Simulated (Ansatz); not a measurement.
# Ag: one input, then a changed one

The cell is COD entry 1509145, as deposited and not checked against the literature; nothing was relaxed. The listed cell was then made from it by scaling, straining or moving an atom.

First run: DFT, PBE, PAW with Ansatz's default frozen-core files, scalar-relativistic (Ansatz 0.2.0).

Command: `ansatz run input.yaml --threads 1 --pin off --max-ram 2048MiB --backend cpu --events-out ev --progress --plain --runs-dir out` The run took 4.9 s on 1 thread of AMD EPYC 7B13 (Zen 3) (shared host), peak memory 0.44 GiB.

```yaml
crystal:
  lattice:
    - [2.9590098492, 0.0, 0.0]
    - [-1.4795049246, 2.5625776994, 0.0]
    - [0.0, 0.0, 4.8374288271]
  atoms:
    - { symbol: Ag, position: [0.3333333333, 0.6666666667, 0.25] }
    - { symbol: Ag, position: [0.6666666667, 0.3333333333, 0.75] }
kpoints:
  mp_grid: { grid: [14, 14, 8] }
scf:
  occupations: { method: fermi_dirac, width: 0.05 }
hamiltonian:
  xc: pbe
  pseudopotentials: { kind: paw }
output:
  forces: true
  stress: true
  eigenvalues: true
  efg: { contact_densities: true }
  write_density: true
  write_potential: true
  elf: true
  volumetric_format: npy
```

Result: converged; pressure -2.06 GPa; no gap on the k mesh; 6 SCF iterations.

The input is then changed:

```diff
@@ -10,5 +10,5 @@
   mp_grid: { grid: [14, 14, 8] }
 scf:
-  occupations: { method: fermi_dirac, width: 0.05 }
+  occupations: { method: methfessel_paxton, width: 0.001 }
 hamiltonian:
   xc: pbe
@@ -19,7 +19,5 @@
   eigenvalues: true
   efg: { contact_densities: true }
-  write_density: true
-  write_potential: true
-  elf: true
-  volumetric_format: npy
+basis:
+  ecutwfc: "800 eV"
```

Task: Predict the outcome of the changed run.

Result: It converged; energy at zero smearing -2.0 meV/atom from the first run; pressure -2.07 GPa; no gap on the k mesh; 5 SCF iterations.
